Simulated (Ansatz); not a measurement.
Crystal: HfO2.

```xyz
12
Lattice="5.5564 0.0000 0.0000 0.0000 3.3336 0.0000 0.0000 0.0000 6.5050" Properties=species:S:1:pos:R:3 pbc="T T T"
Hf    4.1600    2.5002    3.9542
Hf    1.3964    0.8334    2.5508
Hf    1.3818    2.5002    5.8033
Hf    4.1746    0.8334    0.7017
O     3.5533    0.8334    2.7542
O     2.0031    2.5002    3.7508
O     0.7751    0.8334    0.4983
O     4.7813    2.5002    6.0067
O     2.8937    0.8334    5.4736
O     2.6627    2.5002    1.0313
O     0.1155    0.8334    4.2838
O     5.4409    2.5002    2.2212
```

Measurements of this composition are mostly on another form, of space group No. 14.

Program: Ansatz 0.2.0. Alike in all runs: task band structure; potentials or basis Ansatz PAW; no spin polarisation; cell as given; k mesh 4 × 6 × 3; cutoff (eV) 420; smearing fermi-dirac 0.05 eV.

**Question.** Order these runs on this cell by their pressure, lowest first.
A. level RPBE
B. level BLYP
C. level revPBE
D. level PBEsol
E. level PBE

**Answer.** D (-5.8 GPa), E (3.3 GPa), C (7.4 GPa), A (8.9 GPa), B (11.1 GPa).

Caveats: the PAW data sets come from PBE, with cores solved anew for the run's functional, which leaves a small shift of forces and pressure (some runs).
